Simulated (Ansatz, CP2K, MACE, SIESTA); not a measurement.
## SIESTA on liquid Al2O3 at 2363 K (110 atoms): settings against a plane-wave reference

How do the settings of SIESTA change the result for liquid Al2O3 at 2363 K (110 atoms)? A plane-wave run serves as the yardstick.

Calculated with SIESTA 5.4.2; the method is named at each step.

**1. Set-up**

The cell holds 110 atoms: 44 Al and 66 O. Cell: a = 10.829 Å, b = 10.829 Å, c = 10.829 Å, α = 90.0°, β = 90.0°, γ = 90.0°. 110 atoms (44 Al, 66 O) placed at random at 2.93 g/cm³, melted at 4500 K for 20 ps at fixed volume with the Morse and Coulomb pair potential with partial charges (Pedone, Malavasi, Menziani, Cormack and Segre, J. Phys. Chem. B 110, 11780 (2006)). Snapshot at the end of a hold of 20 ps at 2363 K and fixed volume. Then every atom was moved at random, 0.03 Å r.m.s. a Cartesian component.

The yardstick, on the same geometry:

* method: Kohn-Sham DFT, PBE, PAW, plane waves (Ansatz 0.2.0); cutoff 420 eV, Γ point, fermi-dirac smearing of 0.05 eV; PAW set soft_2
* r.m.s. force component: 2.702 eV/Å
* longest force: 16.86 eV/Å
* gap (highest filled to lowest empty level): 0.7099 eV
* SCF cycles: 10
* time: 14 s on 4 threads of Arm Neoverse V1, shared host
* CPU time: 55 s

**2. PBE, DZP, shift 0.01 Ry, mesh 350 Ry**

Method: Kohn-Sham DFT, PBE, PseudoDojo 0.4.1 norm-conserving pseudopotentials (converted to PSML), numerical atomic orbitals (DZP), diagonalisation.

The .psml files are PseudoDojo norm-conserving potentials that we converted to this format, checked against plane waves on the same files for H, C, O, Si, Ge and Ca alone.

The input, input.fdf:

```
SystemLabel cell
NumberOfAtoms 110
NumberOfSpecies 2
%block ChemicalSpeciesLabel
  1 13 Al
  2 8 O
%endblock ChemicalSpeciesLabel
LatticeConstant 1.0 Ang
%block LatticeVectors
  10.82910 0.00000 0.00000
  0.00000 10.82910 0.00000
  0.00000 0.00000 10.82910
%endblock LatticeVectors
PAO.BasisSize DZP
PAO.EnergyShift 0.01 Ry
XC.Functional GGA
XC.Authors PBE
MeshCutoff 350 Ry
%block kgrid_Monkhorst_Pack
  1 0 0 0.0
  0 1 0 0.0
  0 0 1 0.0
%endblock kgrid_Monkhorst_Pack
SolutionMethod diagon
OccupationFunction FD
ElectronicTemperature 580 K
SCF.Mixer.Method Pulay
SCF.Mixer.Weight 0.15
SCF.Mixer.History 8
SCF.Mix Hamiltonian
MaxSCFIterations 150
SCF.DM.Tolerance 1e-04
SCF.H.Tolerance 1.0e-3 eV
WriteForces T
Write.HirshfeldPop T
Write.VoronoiPop T
Write.DM F
Write.H F
XML.Write F
AtomicCoordinatesFormat Fractional
%block AtomicCoordinatesAndAtomicSpecies
  0.42561 0.15489 0.25193 1
  0.57965 0.73694 0.16753 1
  0.55378 0.04399 0.70890 1
  0.96023 0.64092 0.73588 1
  0.53834 0.39119 0.67554 1
  0.88189 0.39935 0.28991 1
  0.59844 0.98836 0.41469 1
  0.25975 0.59995 0.98809 1
  0.70238 0.16699 0.18401 1
  0.38251 0.76772 0.51914 1
  0.94909 0.02840 0.57185 1
  0.39936 0.77802 0.79481 1
  0.42844 0.19356 0.59323 1
  0.25865 0.99734 0.80975 1
  0.33210 0.89688 0.33374 1
  0.63227 0.44074 0.40180 1
  0.40696 0.41924 0.12031 1
  0.52386 0.58938 0.91031 1
  0.82550 0.55323 0.58584 1
  0.15251 0.19939 0.04009 1
  0.32388 0.44525 0.51672 1
  0.79839 0.10623 0.84691 1
  0.99474 0.75005 0.97382 1
  0.98155 0.32306 0.62341 1
  0.89237 0.18367 0.02936 1
  0.65190 0.72808 0.66239 1
  0.74788 0.41890 0.85111 1
  0.80788 0.81870 0.44086 1
  0.03082 0.44300 0.87779 1
  0.65534 0.86248 0.90985 1
  0.03780 0.61903 0.17079 1
  0.09283 0.97683 0.14113 1
  0.55174 0.25516 0.98328 1
  0.98193 0.95007 0.86552 1
  0.93068 0.09056 0.30549 1
  0.69909 0.50302 0.12997 1
  0.08634 0.54292 0.42246 1
  0.43575 0.96110 0.05378 1
  0.83800 0.83762 0.16318 1
  0.10015 0.81631 0.67407 1
  0.22991 0.36467 0.81013 1
  0.18902 0.16464 0.49452 1
  0.33858 0.59908 0.29400 1
  0.07144 0.86287 0.41022 1
  0.42169 0.62048 0.44942 2
  0.36194 0.41953 0.68813 2
  0.85154 0.66504 0.47581 2
  0.90510 0.69876 0.14666 2
  0.05670 0.70059 0.33591 2
  0.49459 0.44749 0.96051 2
  0.65128 0.00632 0.80660 2
  0.25934 0.26276 0.94602 2
  0.69176 0.81776 0.53110 2
  0.82161 0.70799 0.69179 2
  0.61303 0.61649 0.07769 2
  0.46466 0.88006 0.42886 2
[... 50 atom lines left out ...]
  0.68044 0.50105 0.53639 2
  0.61556 0.74046 0.82659 2
  0.54680 0.06927 0.57080 2
  0.38326 0.00216 0.19436 2
%endblock AtomicCoordinatesAndAtomicSpecies
```

Launch:

```console
> OMP_NUM_THREADS=1 mpirun -np 4 siesta < input.fdf > output.txt
```

What it wrote:

```text
Version         : 5.4.2
reinit: System Name:
reinit: System Label: cell
initatom: Reading input for the pseudopotentials and atomic orbitals ----------
Species number:   1 Atomic number:   13 Label: Al
Species number:   2 Atomic number:    8 Label: O
Ground state valence configuration (from tables):   3s02  3p01  3d00  4f00
Ground state valence configuration (from tables):   2s02  2p04  3d00  4f00
---- Processing specs for species: Al
GGA--PBE XC_GGA_X_PBE--XC_GGA_C_PBE pb
---- Processing specs for species: O
GGA--PBE XC_GGA_X_PBE--XC_GGA_C_PBE pb
Al pseudopotential only contains V_ls up to l=2 -- lmxkb reset.
O pseudopotential only contains V_ls up to l=2 -- lmxkb reset.
Using PAO.SplitTailNorm
%block ChemicalSpeciesLabel
    1   13 Al                      # Species index, atomic number, species label
    2    8 O                       # Species index, atomic number, species label
%endblock ChemicalSpeciesLabel
%block PAO.Basis                 # Define Basis set
Al                    2                    # Species label, number of l-shells
 n=3   0   2                         # n, l, Nzeta
   6.130      4.449
   1.000      1.000
 n=3   1   2 P   1                   # n, l, Nzeta, Polarization, NzetaPol
   7.969      5.883
   1.000      1.000
O                     2                    # Species label, number of l-shells
 n=2   0   2                         # n, l, Nzeta
   3.532      2.299
   1.000      1.000
 n=2   1   2 P   1                   # n, l, Nzeta, Polarization, NzetaPol
   4.300      2.782
   1.000      1.000
%endblock PAO.Basis
coor:   Atomic-coordinates input format  =     Fractional
siesta: System type = bulk
initatomlists: Number of atoms, orbitals, and projectors:    110  1430  1650
siesta: ******************** Simulation parameters ****************************
Total number of electrons:   528.000000
Total ionic charge:   528.000000
 Kpoints in:            1 . Kpoints trimmed:            1
siesta: k-grid: Number of k-points = 1
siesta: k-points from Monkhorst-Pack grid
siesta: k-cutoff (effective) =     5.415 Ang
siesta: k-point supercell and displacements
siesta: k-grid:     1     0     0      0.000
siesta: k-grid:     0     1     0      0.000
siesta: k-grid:     0     0     1      0.000
                     ====================================
                        Single-point calculation
                     ====================================
outcell: Unit cell vectors (Ang):
       10.829100    0.000000    0.000000
        0.000000   10.829100    0.000000
        0.000000    0.000000   10.829100
outcell: Cell vector modules (Ang)   :   10.829100   10.829100   10.829100
outcell: Cell angles (23,13,12) (deg):     90.0000     90.0000     90.0000
outcell: Cell volume (Ang**3)        :   1269.9221
Gamma-point calculation with multiply-connected orbital pairs
Gamma-point calculation with multiply-connected orbital pairs
Folding of H and S implicitly performed
Folding of H and S implicitly performed
new_DM -- step:     1
Initializing Density Matrix...
Attempting to read DM from file... Failed...
DM filled with atomic data:
InitMesh: MESH = 128 x 128 x 128 = 2097152
InitMesh: Mesh cutoff (required, used) =   350.000   386.133 Ry
stepf: Fermi-Dirac step function
        iscf     Eharris(eV)        E_KS(eV)     FreeEng(eV)     dDmax    Ef(eV) dHmax(eV)
   scf:    1   -32280.428604   -32467.865828   -32467.865828  1.835450 -6.724491 14.189743
   scf:    2   -32571.067207   -32523.946475   -32523.946475  0.067917 -6.164237  8.447509
   scf:    3   -32564.285114   -32555.923704   -32555.928060  0.099138 -5.017364  1.794493
   scf:    4   -32556.566447   -32556.316378   -32556.317302  0.013956 -5.114112  0.543537
   scf:    5   -32556.637571   -32556.518676   -32556.519363  0.020713 -5.146914  0.384573
   scf:    6   -32556.612316   -32556.572341   -32556.574144  0.024128 -5.114655  0.184600
[...]
scf:   11   -32556.590980   -32556.590943   -32556.593528  0.000301 -5.113466  0.001885
   scf:   12   -32556.590962   -32556.590952   -32556.593532  0.000227 -5.113421  0.000578
   scf:   13   -32556.590954   -32556.590953   -32556.593533  0.000033 -5.113413  0.000414
SCF Convergence by DM+H criterion
max |DM_out - DM_in|         :     0.0000329468
max |H_out - H_in|      (eV) :     0.0004143503
SCF cycle converged after 13 iterations
Using DM_out to compute the final energy and forces
siesta: E_KS(eV) =           -32556.5910
siesta: E_KS - E_eggbox =    -32556.5910
siesta: Atomic forces (eV/Ang):
     1    0.197354   -6.242242    5.143706
     2   -2.236801    3.701931    2.616444
     3   -5.077090   -0.566984    5.571468
     4    0.423586    0.592419    1.625624
     5   -0.957404    2.534351   -0.288328
     6   -2.331098   -1.671822    1.660496
[...]
108   -1.787978   -2.697294   -0.442695
   109    0.866019    0.991643   -9.340784
   110   -1.161413    0.924224    3.580603
----------------------------------------
   Tot    0.014272    0.010393   -0.009937
----------------------------------------
   Max   17.693879
   Res    2.909522    sqrt( Sum f_i^2 / 3N )
----------------------------------------
   Max   17.693879    constrained
Stress tensor Voigt[x,y,z,yz,xz,xy] (kbar):      -75.04      -70.98      -25.30      -20.95      -24.86       30.47
(Free)E + p*V (eV/cell)   -32511.3269
Target enthalpy (eV/cell)   -32556.5935
siesta: Program's energy decomposition (eV):
siesta: Ebs     =     -7167.155168
siesta: Eions   =     49621.297210
siesta: Ena     =      8959.434695
siesta: Ekin    =     21396.622438
siesta: Enl     =     -4355.822370
siesta: DEna    =       -52.443672
siesta: DUscf   =        45.286639
siesta: Ex      =     -8293.151560
siesta: Ec      =      -635.219913
siesta: Exc     =     -8928.371473
siesta: Eharris =    -32556.590954
siesta: Etot    =    -32556.590953
siesta: FreeEng =    -32556.593533
siesta: Final energy (eV):
siesta:  Band Struct. =   -7167.155168
siesta:       Kinetic =   21396.622438
siesta:       Hartree =   10912.668605
siesta:         Exch. =   -8293.151560
siesta:         Corr. =    -635.219913
siesta:   Exch.-corr. =   -8928.371473
siesta:  Ion-electron =  -40538.436904
siesta:       Ion-ion =  -15399.073619
siesta:         Total =  -32556.590953
siesta:         Fermi =      -5.113413
siesta: Stress tensor (static) (eV/Ang**3):
siesta:    -0.046838    0.019018   -0.015514
siesta:     0.019018   -0.044304   -0.013074
siesta:    -0.015514   -0.013075   -0.015794
siesta: Cell volume =       1269.922133 Ang**3
siesta: Pressure (static):
siesta:                Solid            Molecule  Units
siesta:           0.00038823          0.00042305  Ry/Bohr**3
siesta:           0.03564521          0.03884295  eV/Ang**3
siesta:          57.10991812         62.23326676  kBar
    Orbital volume contribution        =          64.412552 eV
    (Free)E + p_basis*V_orbitals       =      -32492.180981 eV
    (Free)Eharris+ p_basis*V_orbitals  =      -32492.180982 eV
Hirshfeld Atomic Populations:
Atom #   charge [q] valence [e]  Species
     1     0.346566    2.653434  Al
     2     0.516633    2.483367  Al
     3     0.413730    2.586270  Al
     4     0.266643    2.733357  Al
     5     0.422892    2.577108  Al
     6     0.409417    2.590583  Al
[...]
45    -0.307156    6.307156  O
    46    -0.262223    6.262223  O
    47    -0.341347    6.341347  O
    48    -0.244814    6.244814  O
    49    -0.271355    6.271355  O
    50    -0.259806    6.259806  O
[...]
--------------------
 Total     0.000005
Voronoi Atomic Populations:
Atom #   charge [q] valence [e]  Species
[...]
42     0.498947    2.501053  Al
    43     0.461232    2.538768  Al
    44     0.421667    2.578333  Al
[...]
108    -0.259129    6.259129  O
   109    -0.278091    6.278091  O
   110    -0.297946    6.297946  O
--------------------
 Total     0.000004
```

Elapsed: 2.5 min, on 4 MPI ranks of Arm Neoverse V1, shared host; peak memory 2.7 GiB; 10 min of CPU time.

Banners, paths, timers and routine set-up lines are dropped from the logs unmarked, and long logs keep their key lines alone; longer cuts are marked.

Compared with the plane-wave run:

```
r.m.s. force component                           : 2.91 eV/Å
r.m.s. difference of force components            : 269.6 meV/Å
longest difference of force vectors              : 1267 meV/Å
force difference over r.m.s. force               : 9.979 %
slope of forces against the reference's          : 1.075
correlation of force components                  : 0.9981
gap (highest filled to lowest empty level) : 0.6343 eV
gap difference                                   : -0.0756 eV
```

Length of the force difference by element (eV/Å):

```
element  atoms  mean  most
     Al     44  0.44   1.3
      O     66  0.39   1.0
```

Levels nearest the highest filled one (eV from it): -1.45, -1.40, -1.33, -1.25, -1.21, -1.18, -0.89, -0.83, -0.66, -0.58, -0.29, 0.00, 0.63, 1.89, 2.13, 2.35, 2.39, 2.78, 2.86, 2.99, 3.12, 3.16, 3.41, 3.47.

The surroundings of O93, which has 2 bonded neighbours where the commonest count for O is 3, nearest first, numbered as they follow in the input and with coordinates relative to it.

```
atom      x      y      z  distance (Å)  bonds  Hirshfeld charge (e)     Fx     Fy  Fz (eV/Å)
 O93   0.00   0.00   0.00          0.00      2                 -0.30   1.20   0.96       1.16
Al14  -0.14   0.59  -1.68          1.79      4                  0.38   6.67   0.19       1.16
Al38   1.78   0.19   0.96          2.03      4                  0.36  -2.57   2.26      -2.60
 O62   1.64  -0.07  -2.06          2.63      3                 -0.24   0.75   2.55      -0.21
Al32  -1.93   0.37   1.91          2.74      4                  0.36  -0.06  -8.06       0.25
O110   1.21   0.64   2.48          2.84      3                 -0.25  -1.16   0.92       3.58
 O74  -1.54   0.46  -2.38          2.87      3                 -0.28  -7.64  -0.97      -2.04
 O57  -2.78  -0.39   0.64          2.88      3                 -0.24   0.49  -2.00      -0.95
Al12   1.39  -1.79  -1.84          2.92      4                  0.36  -2.12  -1.55      -1.84
```

Forces lie 10.0 % from the reference's, at 11 times its CPU time.

**3. PBE, SZ, shift 0.02 Ry, mesh 350 Ry**

Method: Kohn-Sham DFT, PBE, PseudoDojo 0.4.1 norm-conserving pseudopotentials (converted to PSML), numerical atomic orbitals (SZ), diagonalisation.

input.fdf: that of step 2 with these lines changed.

```diff
@@ -13,4 +13,4 @@
 %endblock LatticeVectors
-PAO.BasisSize DZP
-PAO.EnergyShift 0.01 Ry
+PAO.BasisSize SZ
+PAO.EnergyShift 0.02 Ry
 XC.Functional GGA
@@ -27,3 +27,3 @@
 SCF.Mixer.Method Pulay
-SCF.Mixer.Weight 0.15
+SCF.Mixer.Weight 0.2
 SCF.Mixer.History 8
```

What it wrote:

```text
Version         : 5.4.2
reinit: System Name:
reinit: System Label: cell
initatom: Reading input for the pseudopotentials and atomic orbitals ----------
Species number:   1 Atomic number:   13 Label: Al
Species number:   2 Atomic number:    8 Label: O
Ground state valence configuration (from tables):   3s02  3p01  3d00  4f00
[... lines left out ...]
        iscf     Eharris(eV)        E_KS(eV)     FreeEng(eV)     dDmax    Ef(eV) dHmax(eV)
[... lines left out ...]
SCF Convergence by DM+H criterion
[... lines left out ...]
SCF cycle converged after 16 iterations
[... lines left out ...]
   Max   20.979021
[... lines left out ...]
   Max   20.979021    constrained
Stress tensor Voigt[x,y,z,yz,xz,xy] (kbar):     -102.63      -94.95      -47.38      -12.03      -33.69       40.86
[... lines left out ...]
siesta: FreeEng =    -32419.520480
[... lines left out ...]
siesta:         Fermi =      -3.246936
[... lines left out ...]
siesta:           0.05096326          0.05336397  eV/Ang**3
siesta:          81.65214954         85.49850324  kBar
    Orbital volume contribution        =          23.161822 eV
    (Free)E + p_basis*V_orbitals       =      -32396.358658 eV
    (Free)Eharris+ p_basis*V_orbitals  =      -32396.358640 eV
Hirshfeld Atomic Populations:
Atom #   charge [q] valence [e]  Species
     1     0.375734    2.624266  Al
     2     0.498304    2.501696  Al
     3     0.433754    2.566246  Al
[...]
45    -0.310975    6.310975  O
    46    -0.273970    6.273970  O
    47    -0.337885    6.337885  O
[...]
--------------------
 Total     0.000035
Voronoi Atomic Populations:
Atom #   charge [q] valence [e]  Species
[...]
43     0.452028    2.547972  Al
    44     0.430110    2.569890  Al
[...]
109    -0.291601    6.291601  O
   110    -0.292929    6.292929  O
--------------------
 Total     0.000034
```

Wall time 28 s (4 MPI ranks); peak memory 1.3 GiB; 1.9 min of CPU time.

Compared with the plane-wave run:

| Item | Value |
| --- | --- |
| r.m.s. force component | 3.413 eV/Å |
| r.m.s. difference of force components | 872.3 meV/Å |
| longest difference of force vectors | 4574 meV/Å |
| force difference over r.m.s. force | 32.29 % |
| slope of forces against the reference's | 1.246 |
| correlation of force components | 0.9862 |

This is a coarse setting, run to see what it loses.

Against the first run (10.0 %), the force difference from the reference is 32 %, at 0.19 times the CPU time.

**4. Side by side**

Differences are against the plane-wave reference, forces as r.m.s. over components; share is that over the reference's r.m.s. force, slope the least-squares factor from reference forces to these. Total energies of different programs have different zeros and aren't compared.

```
                                                run  Δ force, r.m.s. (meV/Å)  share (%)  slope  Δ gap (eV)  cores  CPU time  memory (GiB)
                                          reference                        -          -      -           -      4      55 s           1.6
        SIESTA PBE, DZP, shift 0.01 Ry, mesh 350 Ry                      270       9.98  1.075     -0.0756      4    10 min           2.7
SIESTA PBE, SZ, shift 0.02 Ry, mesh 350 Ry (coarse)                      872       32.3  1.246           -      4   1.9 min           1.3
```

Rows marked coarse were listed beforehand as settings not expected to be converged; some can still land near the reference.

CPU time is summed over cores on a shared host, where runs went side by side, so it is rough. Symmetry, cutoffs, thresholds, outputs and thread counts weren't matched or tuned between programs; memory under MPI is the largest rank's times the ranks.

**5. What came out**

```json
{"nearest in forces": "SIESTA PBE, DZP, shift 0.01 Ry, mesh 350 Ry, 10.0 %", "its CPU time": "10 min"}
```

What this shows: The PBE run in local orbitals, coarse settings apart, differs by 10.0 % (SIESTA PBE, DZP, shift 0.01 Ry, mesh 350 Ry); basis, grid and potentials can all enter. Runs with settings chosen to be coarse differ by 32 % (SIESTA PBE, SZ, shift 0.02 Ry, mesh 350 Ry), their programs' other errors included. None of the electronic-structure runs in the table takes under half the reference's CPU time of 55 s; they take 2.1 to 11 times as much. SIESTA PBE, SZ, shift 0.02 Ry, mesh 350 Ry stiffens the forces by a factor of 1.25 while following their directions (correlation 0.986); the slopes of the 2 SIESTA runs lie between 1.07 and 1.25. At the same functional, the gap of SIESTA PBE, DZP, shift 0.01 Ry, mesh 350 Ry lies 0.08 eV below the reference's 0.710 eV. The frame stands for 2363 K, but pressures are static and levels are smeared at 580 K. The network of bonds at the start is that of the classical potential that made the cell, and needn't be the one that DFT or experiment would give. The electronic-structure runs sample only Γ, in a cell whose shortest periodic width is 11 Å.

[Also dropped from logs without a mark: logging warnings of Python, and SIESTA's first energy breakdown and zero terms.]

[Logs are printed without paths, hosts, clocks, repeated set-up lines and the standing remarks that a program may print on its own settings, such as how far it seeks lower states.]

[Hosts, paths, dates, database ids (printed as entryN), source tags and the programs' standing remarks are cut or masked in the printed files.]
